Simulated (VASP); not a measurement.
# AlFe (Pm-3m) in VASP: notebook

The runs below take AlFe through single point, with r2SCAN+D3(BJ).

All numbers are computed with VASP 6.6.1; they aren't measurements. Logs are shortened: lines on timing, memory, paths and dates and some standing lists are left out, and cuts for length are marked.

## Step 1: The crystal as given

The structure is cubic, space group Pm-3m (No. 221). Conventional cell: a = 2.948 Å, b = 2.948 Å, c = 2.948 Å, α = 90.00°, β = 90.00°, γ = 90.00°. Al (site symmetry m-3m) has 8 Fe at 2.55 Å as nearest neighbours. Fe (site symmetry m-3m) has 8 Al at 2.55 Å as nearest neighbours.

## Step 2: Single point, r2SCAN+D3(BJ), collinear spin, typed start

Input file POSCAR:

```
AlFe
1.0
    2.9482938651      0.0000000000      0.0000000000
    0.0000000000      2.9482938651      0.0000000000
    0.0000000000      0.0000000000      2.9482938651
Al Fe
1 1
Direct
    0.0000000000      0.0000000000      0.0000000000
    0.5000000000      0.5000000000      0.5000000000
```

Input file INCAR.step1:

```
  PREC = Accurate
  ENCUT = 520
  ISMEAR = 1
  SIGMA = 0.3
  LREAL = False
  LASPH = True
  NELM = 150
  ISPIN = 2
  MAGMOM = 0 3.5
  LMAXMIX = 4
  NBANDS = 16
  GGA = PE
  ALGO = Normal
  EDIFF = 1E-4
  LWAVE = True
  LCHARG = False
```

Input file INCAR.step2:

```
  PREC = Accurate
  ENCUT = 520
  EDIFF = 1E-6
  ISMEAR = 1
  SIGMA = 0.3
  LREAL = False
  LASPH = True
  NELM = 150
  ALGO = Normal
  ISIF = 2
  LWAVE = False
  LCHARG = False
  ISPIN = 2
  MAGMOM = 0 3.5
  LORBIT = 11
  LMAXMIX = 4
  METAGGA = R2SCAN
  LMIXTAU = True
  IVDW = 12
  NBANDS = 16
  VDW_S6 = 1.0
  VDW_S8 = 0.78981345
  VDW_A1 = 0.49484001
  VDW_A2 = 5.73083694
  ISTART = 1
```

Input file KPOINTS:

```
regular mesh
0
Gamma
  8 8 8
```

Potentials or basis: VASP PAW PBE potentials, release 64 (Al, Fe).

On the command line:

```console
> cat potpaw_PBE.64/Al/POTCAR potpaw_PBE.64/Fe/POTCAR > POTCAR
> cp INCAR.step1 INCAR
> mpirun -np 1 vasp_std > vasp.out
> cp INCAR.step2 INCAR
> mpirun -np 1 vasp_std > vasp.out
```

OUTCAR:

```text
PREC = Accurate
   ENCUT = 520
   EDIFF = 1E-6
   ISMEAR = 1
   LREAL = False
   LASPH = True
   NELM = 150
   ISIF = 2
   ISPIN = 2
   LORBIT = 11
   METAGGA = R2SCAN
   IVDW = 12
   ISTART = 1
 IVDW          = 12

 ion  position               nearest neighbor table
   1  0.000  0.000  0.000-   2 2.55   2 2.55   2 2.55   2 2.55   2 2.55   2 2.55   2 2.55   2 2.55

   2  0.500  0.500  0.500-   1 2.55   1 2.55   1 2.55   1 2.55   1 2.55   1 2.55   1 2.55   1 2.55

  LATTYP: Found a simple cubic cell.
 ALAT       =     2.9482938651

  Lattice vectors:

 A1 = (   2.9482938651,   0.0000000000,   0.0000000000)
 A2 = (   0.0000000000,   2.9482938651,   0.0000000000)
 A3 = (   0.0000000000,   0.0000000000,   2.9482938651)

Analysis of symmetry for initial positions (statically):
=====================================================================
 Subroutine PRICEL returns:
 Original cell was already a primitive cell.

 Routine SETGRP: Setting up the symmetry group for a
 simple cubic supercell.

 Subroutine GETGRP returns: Found 48 space group operations
 (whereof 48 operations were pure point group operations)
 out of a pool of 48 trial point group operations.

The static configuration has the point symmetry O_h .

Analysis of symmetry for dynamics (positions and initial velocities):
=====================================================================
 Subroutine PRICEL returns:
 Original cell was already a primitive cell.

 Routine SETGRP: Setting up the symmetry group for a
 simple cubic supercell.

 Subroutine GETGRP returns: Found 48 space group operations
 (whereof 48 operations were pure point group operations)
 out of a pool of 48 trial point group operations.

The dynamic configuration has the point symmetry O_h .

Analysis of structural, dynamic, and magnetic symmetry:
=====================================================================
 Subroutine PRICEL returns:
 Original cell was already a primitive cell.

 Routine SETGRP: Setting up the symmetry group for a
 simple cubic supercell.

 Subroutine GETGRP returns: Found 48 space group operations
 (whereof 48 operations were pure point group operations)
 out of a pool of 48 trial point group operations.

The overall configuration has the point symmetry O_h .

 Subroutine INISYM returns: Found 48 space group operations
 (whereof 48 operations are pure point group operations),
 and found     1 'primitive' translations

----------------------------------------------------------------------------------------

                                     Primitive cell

  volume of cell :      25.6279

  direct lattice vectors                    reciprocal lattice vectors
     2.948293865  0.000000000  0.000000000     0.339179215  0.000000000  0.000000000
     0.000000000  2.948293865  0.000000000     0.000000000  0.339179215  0.000000000
     0.000000000  0.000000000  2.948293865     0.000000000  0.000000000  0.339179215

  length of vectors
     2.948293865  2.948293865  2.948293865     0.339179215  0.339179215  0.339179215

  position of ions in fractional coordinates (direct lattice)
     0.000000000  0.000000000  0.000000000
     0.500000000  0.500000000  0.500000000

  ion indices of the primitive-cell ions
   primitive index   ion index
                 1           1
                 2           2

----------------------------------------------------------------------------------------

 KPOINTS: regular mesh

Automatic generation of k-mesh.
 Grid dimensions read from file:
 generate k-points for:    8    8    8

 Generating k-lattice:

  Cartesian coordinates                     Fractional coordinates (reciprocal lattice)
     0.042397402  0.000000000  0.000000000     0.125000000  0.000000000  0.000000000
     0.000000000  0.042397402  0.000000000     0.000000000  0.125000000  0.000000000
     0.000000000  0.000000000  0.042397402     0.000000000  0.000000000  0.125000000

  Length of vectors
     0.042397402  0.042397402  0.042397402

  Shift w.r.t. Gamma in fractional coordinates (k-lattice)
     0.000000000  0.000000000  0.000000000

 Subroutine IBZKPT returns following result:
 ===========================================

 Found     35 irreducible k-points:

 Following reciprocal coordinates:
            Coordinates               Weight
  0.000000  0.000000  0.000000      1.000000
  0.125000  0.000000  0.000000      6.000000
  0.250000  0.000000  0.000000      6.000000
  0.375000  0.000000  0.000000      6.000000
  0.500000  0.000000  0.000000      3.000000
  0.125000  0.125000  0.000000     12.000000
[... 16 lines left out ...]
  0.375000  0.375000  0.125000     24.000000
  0.500000  0.375000  0.125000     24.000000
 [... further k-points ...]
   k-points           NKPTS =     35   k-points in BZ     NKDIM =     35   number of bands    NBANDS=     16
   number of dos      NEDOS =    301   number of ions     NIONS =      2
   total plane-waves  NPLWV =  13824
   dimension x,y,z NGX =    24 NGY =   24 NGZ =   24
   dimension x,y,z NGXF=    48 NGYF=   48 NGZF=   48
   ions per type =               1   1
   NGX,Y,Z   is equivalent  to a cutoff of  13.53, 13.53, 13.53 a.u.
   NGXF,Y,Z  is equivalent  to a cutoff of  27.07, 27.07, 27.07 a.u.
 SYSTEM =  unknown system
   PREC   = accura    normal or accurate (medium, high low for compatibility)
   ISTART =      1    job   : 0-new  1-cont  2-samecut
   ICHARG =      0    charge: 1-file 2-atom 10-const
   ISPIN  =      2    spin polarized calculation?
   LNONCOLLINEAR =      F non collinear calculations
   LSORBIT =      F    spin-orbit coupling
   LASPH  =      T    aspherical Exc in radial PAW
   ENCUT  =  520.0 eV  38.22 Ry    6.18 a.u.   5.48  5.48  5.48*2*pi/ulx,y,z
   NELM   =    150;   NELMIN=  2; NELMDL=  0     # of ELM steps
   EDIFF  = 0.1E-05   stopping-criterion for ELM
   LREAL  =      F    real-space projection
   EDIFFG = 0.1E-04   stopping-criterion for IOM
   NSW    =      0    number of steps for IOM
   IBRION =     -1    ionic relax: 0-MD 1-quasi-New 2-CG
   NFREE  =      0    steps in history (QN), initial steepest desc. (CG)
   ISIF   =      2    stress and relaxation
   ISYM   =      2    0-nonsym 1-usesym 2-fastsym
   POTIM  = 0.5000    time-step for ionic-motion
   TEBEG  =    0.0;   TEEND  =   0.0 temperature during run
   PSTRESS=    0.0 pullay stress
   NELECT =      11.0000    total number of electrons
   NUPDOWN=      -1.0000    fix difference up-down
   EMIN   =  10.00;   EMAX   =-10.00  energy-range for DOS
   EFERMI =   0.00;   METHOD = LEGACY
   ISMEAR =     1;   SIGMA  =   0.30  broadening in eV -4-tet -1-fermi 0-gaus
   EFERMI_NEDOS =   21; number of points for ismear=-14 and -15
   IALGO  =     38    algorithm
   IMIX   =      4    mixing-type and parameters
     AMIX     =   0.40;   BMIX     =  1.00
     AMIX_MAG =   1.60;   BMIX_MAG =  1.00
  volume/ion in A,a.u.               =      12.81        86.47
  Fermi-wavevector in a.u.,A,eV,Ry     =   1.234909  2.333640 20.748888  1.525000
  Thomas-Fermi vector in A             =   2.369580
   LORBIT       =     11    0 simple, 1 ext, 2 COOP (PROOUT), +10 PAW based schemes
   METAGGA = R2SCAN    functional components
   LHFCALC =     F    Hartree Fock is set to
   AEXX    =    0.0000 exact exchange contribution
   IVDW    =    12    specifies the selected vdW correction
   LEPSILON=     F    determine dielectric tensor
   LRPA    =     F    only Hartree local field effects (RPA)
 spin polarized calculation
 Methfessel and Paxton  Order N= 1 SIGMA  =   0.30
  energy-cutoff  :      520.00
  volume of cell :       25.63
 maximum number of plane-waves:       739
 NGX is ok and might be reduce to    24
   NGX = 11   NGY = 11   NGZ = 11

 number of electron      11.0000005 magnetization       0.8070958

 Free energy of the ion-electron system (eV)
  ---------------------------------------------------
  ext. energy  EPLUGINS =         0.00000000
  ---------------------------------------------------
  free energy    TOTEN  =       -21.22600199 eV

  energy without entropy =      -21.21726903  energy(sigma->0) =      -21.22309100

 E-fermi :   7.3150     XC(G=0): -12.7090

 val. band max:        7.3126362957   @ k =   0.5000   0.3750   0.2500
 cond. band min:       7.3443957867   @ k =   0.1250   0.1250   0.0000
 fundamental gap:      0.0317594910
 Fermi energy:         7.3149590116

 spin component 1

 k-point     1 :       0.0000    0.0000    0.0000
  band No.  band energies     occupation
      1      -3.3274      1.00000
      2       4.7218      1.00000
      3       4.7218      1.00000
      4       6.3574      1.00003
      5       6.3574      1.00003
      6       6.3574      1.00003
[... 8 lines left out ...]
     15      29.0020      0.00000
     16      31.1064      0.00000

 k-point     2 :       0.1250    0.0000    0.0000
  band No.  band energies     occupation
      1      -3.0361      1.00000
      2       4.6759      1.00000
      3       4.8008      1.00000
      4       6.2151      1.00000
      5       6.2151      1.00000
      6       6.3725      1.00004
[... 8 lines left out ...]
     15      28.4844      0.00000
     16      29.0103      0.00000

 k-point     3 :       0.2500    0.0000    0.0000
  band No.  band energies     occupation
      1      -2.1780      1.00000
      2       4.2561      1.00000
      3       4.9992      1.00000
      4       5.9043      1.00000
      5       5.9043      1.00000
      6       6.4090      1.00008
[... 8 lines left out ...]
     15      26.4205      0.00000
     16      28.0336      0.00000
[... 362 lines left out ...]
 k-point    23 :       0.3750    0.3750    0.1250
  band No.  band energies     occupation
      1       1.4123      1.00000
      2       3.8689      1.00000
      3       4.5716      1.00000
      4       5.4538      1.00000
      5       6.0883      1.00000
      6       6.1389      1.00000
[... 8 lines left out ...]
     15      27.9480      0.00000
     16      29.1695      0.00000

 k-point    24 :       0.5000    0.3750    0.1250
  band No.  band energies     occupation
      1       2.1043      1.00000
      2       3.5961      1.00000
      3       4.5897      1.00000
      4       5.3646      1.00000
      5       6.1651      1.00000
      6       6.3273      1.00002
[... 8 lines left out ...]
     15      27.4875      0.00000
     16      28.8839      0.00000

 [... further k-points ...]

 spin component 2

 k-point     1 :       0.0000    0.0000    0.0000
  band No.  band energies     occupation
      1      -3.4989      1.00000
      2       5.3415      1.00000
      3       5.3416      1.00000
      4       7.7502     -0.02978
      5       7.7502     -0.02978
      6       7.7502     -0.02978
[... 8 lines left out ...]
     15      29.0881      0.00000
     16      31.1068      0.00000

 k-point     2 :       0.1250    0.0000    0.0000
  band No.  band energies     occupation
      1      -3.2066      1.00000
      2       5.2315      1.00000
      3       5.4357      1.00000
      4       7.5648      0.00203
      5       7.5648      0.00203
      6       7.7685     -0.02713
[... 8 lines left out ...]
     15      28.5654      0.00000
     16      29.0815      0.00000

 k-point     3 :       0.2500    0.0000    0.0000
  band No.  band energies     occupation
      1      -2.3446      1.00000
      2       4.5548      1.00000
      3       5.6750      1.00000
      4       7.1778      0.84562
      5       7.1778      0.84561
      6       7.8128     -0.02034
[... 8 lines left out ...]
     15      26.5890      0.00000
     16      28.2042      0.00000
[... 362 lines left out ...]
 k-point    23 :       0.3750    0.3750    0.1250
  band No.  band energies     occupation
      1       1.3818      1.00000
      2       4.3302      1.00000
      3       4.8087      1.00000
      4       6.3048      1.00001
      5       7.1073      0.95707
      6       7.1996      0.80038
[... 8 lines left out ...]
     15      28.0273      0.00000
     16      29.2468      0.00000

 k-point    24 :       0.5000    0.3750    0.1250
  band No.  band energies     occupation
      1       2.2587      1.00000
      2       3.6611      1.00000
      3       5.0698      1.00000
      4       6.0613      1.00000
      5       7.1999      0.79966
      6       7.2892      0.57225
[... 8 lines left out ...]
     15      27.6458      0.00000
     16      28.9102      0.00000

 [... further k-points ...]

------------------------ aborting loop because EDIFF is reached ----------------------------------------

 Edisp (eV)   -0.34927

 E8    (eV) :    -0.1233

  FORCE on cell =-STRESS in cart. coord.  units (eV):
  Direction    XX          YY          ZZ          XY          YZ          ZX
  --------------------------------------------------------------------------------------
  -------------------------------------------------------------------------------------
  Total      -2.88519    -2.88519    -2.88519    -0.00000    -0.00000     0.00000
  in kB    -180.37332  -180.37332  -180.37332    -0.00000    -0.00000     0.00000
  external pressure =     -180.37 kB  Pullay stress =        0.00 kB

 VOLUME and BASIS-vectors are now :
 -----------------------------------------------------------------------------
  energy-cutoff  :      520.00
  volume of cell :       25.63
      direct lattice vectors                 reciprocal lattice vectors
     2.948293865  0.000000000  0.000000000     0.339179215  0.000000000  0.000000000
     0.000000000  2.948293865  0.000000000     0.000000000  0.339179215  0.000000000
     0.000000000  0.000000000  2.948293865     0.000000000  0.000000000  0.339179215

 POSITION                                       TOTAL-FORCE (eV/Angst)
 -----------------------------------------------------------------------------------
      0.00000      0.00000      0.00000         0.000000      0.000000      0.000000
      1.47415      1.47415      1.47415         0.000000      0.000000      0.000000
 -----------------------------------------------------------------------------------
    total drift:                                0.000000     -0.000000     -0.000000

  FREE ENERGIE OF THE ION-ELECTRON SYSTEM (eV)
  ---------------------------------------------------
  free  energy   TOTEN  =       -21.5752700187 eV

  energy  without entropy=      -21.5665370559  energy(sigma->0) =      -21.57235903

 total charge

# of ion       s       p       d       tot
------------------------------------------
    1        0.386   0.416   0.000   0.803
    2        0.410   0.471   6.398   7.279
--------------------------------------------------
tot          0.796   0.888   6.398   8.081

 magnetization (x)

# of ion       s       p       d       tot
------------------------------------------
    1       -0.014  -0.033   0.000  -0.047
    2        0.002   0.006   0.921   0.930
--------------------------------------------------
tot         -0.012  -0.026   0.921   0.883
```

Run time: 44 s. Hardware: 1 thread of Intel Xeon Platinum 8559C (Emerald Rapids), shared host; peak memory 0.17 GiB.

What came out:

```yaml
Free_energy: -21.5753 eV
Pressure: -18.0 GPa
Band_gap_on_the_k_mesh: none (metal or under the smearing width)
Net_moment: 0.81 μB per cell
Site_moments: Al -0.05; Fe +0.93 μB
Valence_electrons_inside_the_program's_atomic_spheres: Al 0.80; Fe 7.28
Dispersion_energy_per_atom: -0.175 eV
```

Caveat: so large a pressure means that the cell lies far from this level's equilibrium, or that cutoff or potentials fall short; the potentials were made for another functional, which shifts forces and pressure; pairwise dispersion overbinds metals, which lowers pressure and volume.

(Continued in part 2 of 2.)
